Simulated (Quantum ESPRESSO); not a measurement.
TiSe:

```
Se Ti
1.0
     3.55900    0.00000    0.00000
    -1.77950    3.08218    0.00000
     0.00000    0.00000    6.22000
Se Ti
2 2
Direct
  0.66667 0.33333 0.75000
  0.33333 0.66667 0.25000
  0.00000 0.00000 0.50000
  0.00000 0.00000 0.00000
```

Base run:

```yaml
Program: Quantum ESPRESSO 7.5
Functional: PBEsol
Potentials_or_basis: GBRV 1.5 PBEsol
Cutoff: 612 eV
Density_cutoff: 4898 eV
k_mesh: 9 × 9 × 5
Occupations: fermi-dirac, width 0.05 eV
Spin: no spin polarisation
Hubbard_terms: Ti d U = 8 eV
```

Its results: band gap on the k mesh none (metal or under the smearing width); pressure 13.3 GPa.

**Question.** The run is repeated on the same cell with these changes: hubbard terms from Ti d U = 8 eV to Ti d U = 5 eV. What comes out?

**Answer.** Band gap on the k mesh none (metal or under the smearing width); pressure 7.2 GPa.

Caveats: U without spin polarisation on a metal has little footing.

Not every run made on this cell is shown here.
